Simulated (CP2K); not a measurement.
The system is In.

```
CELL_PARAMETERS angstrom
3.26063 0.00000 0.00000
-1.08688 3.07415 0.00000
-1.08688 -1.53708 2.66229
ATOMIC_POSITIONS crystal
In 0.00000 0.00000 0.00000
```

This isn't the form of In at room conditions, which is tetragonal.

Base run:

* Program: CP2K 2026.2
* Functional: PBEsol
* Dispersion: D4
* Potentials or basis: POTENTIAL_UZH In GTH-PBE-q13; TZVP-MOLOPT-PBE-GTH basis
* Density cutoff: 6123 eV
* k mesh: 10 × 10 × 10
* Occupations: fermi-dirac, width 0.05 eV
* Spin: no spin polarisation

Its results: band gap on the k mesh none (metal or under the smearing width); pressure -2.2 GPa.

**Question.** The run is repeated on the same cell with these changes: dispersion from D4 to none. What comes out?

**Answer.** Band gap on the k mesh none (metal or under the smearing width); pressure -1.0 GPa.

Dispersion adds attraction, which lowers the pressure at fixed volume and, as a term added to the energy, leaves the levels alone.

Caveats: the potentials were made for another functional, which shifts forces and pressure; the basis of atomic orbitals isn't converged, which shifts pressures, moduli and gaps; pairwise dispersion overbinds metals, which lowers pressure and volume (some runs).
